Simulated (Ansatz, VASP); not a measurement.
# Na2S: VASP beside Ansatz

```xyz
3
Lattice="0.0000 3.2735 3.2735 3.2735 0.0000 3.2735 3.2735 3.2735 0.0000" Properties=species:S:1:pos:R:3 pbc="T T T"
S     0.0000    0.0000    0.0000
Na    4.9102    4.9102    4.9102
Na    1.6367    1.6367    1.6367
```

Alike in both runs: task single point; functional PBE; k mesh 7 × 7 × 7; occupations fermi-dirac, width 0.05 eV; no spin polarisation.

```csv
,VASP,Ansatz
version,VASP 6.6.1,Ansatz 0.2.0
potentials or method,"VASP PAW PBE potentials, release 64 (S, Na_pv)",Ansatz PAW
plane-wave cutoff (eV),520,420
valence electrons in the cell,20,24
```

|  | VASP | Ansatz | Ansatz less VASP |
| --- | --- | --- | --- |
| gap on the k mesh at the Fermi level (eV) | 2.48 | 2.48 | +0.002 |
| least direct gap on the mesh (eV) | 2.48 | 2.48 | +0.002 |
| pressure (GPa) | 0.3 | 0.3 | -0.03 |

The two sets of potentials don't hold the same shells in valence.

Caveats: odd divisions of the mesh miss points on the zone boundary, where band edges often lie, so the gap on the mesh can be too wide (Ansatz). Expect the measured gap to be larger: semilocal functionals such as PBE lack the derivative discontinuity.
